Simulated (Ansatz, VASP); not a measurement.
# One calculation of AlN, two programs

```
Al N
1.0
     0.00000    2.18399    2.18399
     2.18399    0.00000    2.18399
     2.18399    2.18399    0.00000
Al N
1 1
Direct
  0.01983 0.01983 0.01983
  0.75000 0.75000 0.75000
```

Change from the starting cell: all Al atoms moved +0.150 Å, as atom 1 along Cartesian [1 1 1].

Alike in both runs: task single point; functional PBE; k mesh 10 × 10 × 10; occupations gaussian, width 0.05 eV; no spin polarisation.

```csv
,VASP,Ansatz
version,VASP 6.6.1,Ansatz 0.2.0
potentials or method,"VASP PAW PBE potentials, release 64 (Al, N)","scalar-relativistic, plane waves, PAW"
plane-wave cutoff (eV),520,420
valence electrons in the cell,8,8
```

```tsv
	VASP	Ansatz	Ansatz less VASP
gap on the k mesh at the Fermi level (eV)	2.87	2.88	+0.010
least direct gap on the mesh (eV)	3.70	3.69	-0.009
pressure (GPa)	6.8	7.0	+0.25
largest component of the traceless stress (GPa)	4.38	4.37	-0.008
rms of the force components (eV/Å)	0.875	0.873	-0.0016
```

Atom by atom the forces differ by 0.002 eV/Å (rms over components).

Caveats: forces of over 1 eV/Å show positions far from the minimum, so gaps and moduli don't describe the material at rest. A k mesh can miss the band edges.
